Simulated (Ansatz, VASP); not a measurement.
## CsI: VASP beside Ansatz

The input INCAR:

```
SYSTEM = CsI
PREC = Accurate ; ENCUT = 520
EDIFF = 1E-6 ; ISMEAR = 0
SIGMA = 0.02 ; LREAL = .FALSE.
LASPH = .TRUE. ; NELM = 100
ALGO = Normal ; ISIF = 2
LWAVE = .FALSE. ; LCHARG = .TRUE.
GGA = PE ; LELF = .TRUE.
LVHAR = .TRUE. ; NBANDS = 15
```

File KPOINTS:

```
Automatic mesh
0
G
  6 6 6
  0 0 0
```

Contents of POSCAR:

```
CsI
1.0
    4.7575282074      0.0000000000      0.0000000000
    0.0000000000      4.7575282074      0.0000000000
    0.0000000000      0.0000000000      4.7575282074
Cs I
1 1
Direct
    0.0000000000      0.0000000000      0.0000000000
    0.5000000000      0.5000000000      0.5000000000
```

Input for Ansatz:

```yaml
crystal:
  lattice:
    - [4.7575282074, 0.0, 0.0]
    - [0.0, 4.7575282074, 0.0]
    - [0.0, 0.0, 4.7575282074]
  atoms:
    - { symbol: Cs, position: [0.0, 0.0, 0.0] }
    - { symbol: I, position: [0.5, 0.5, 0.5] }
basis:
  ecutwfc: 420
kpoints:
  mp_grid: { grid: [6, 6, 6] }
hamiltonian:
  xc: pbe
scf:
  occupations: { method: gaussian, width: 0.02 }
output:
  forces: true
  stress: true
  eigenvalues: true
```

Alike in both runs: task single point; functional PBE; k mesh 6 × 6 × 6; occupations gaussian, width 0.02 eV; no spin polarisation.

|  | VASP | Ansatz |
| --- | --- | --- |
| version | VASP 6.6.1 | Ansatz 0.2.0 |
| potentials or method | VASP PAW PBE potentials, release 64 (Cs_sv, I) | scalar-relativistic, plane waves, PAW |
| plane-wave cutoff (eV) | 520 | 420 |
| valence electrons in the cell | 16 | 26 |

```tsv
	VASP	Ansatz	Ansatz less VASP
gap on the k mesh at the Fermi level (eV)	3.52	3.53	+0.010
least direct gap on the mesh (eV)	3.61	3.62	+0.008
pressure (GPa)	-0.5	-0.5	-0.02
```

The two sets of potentials don't hold the same shells in valence.

Caveats: spin-orbit coupling is left out, which moves the levels of the heavy elements. A k mesh can miss the band edges. A hybrid or GW would open this gap; PBE tends to underestimate it.
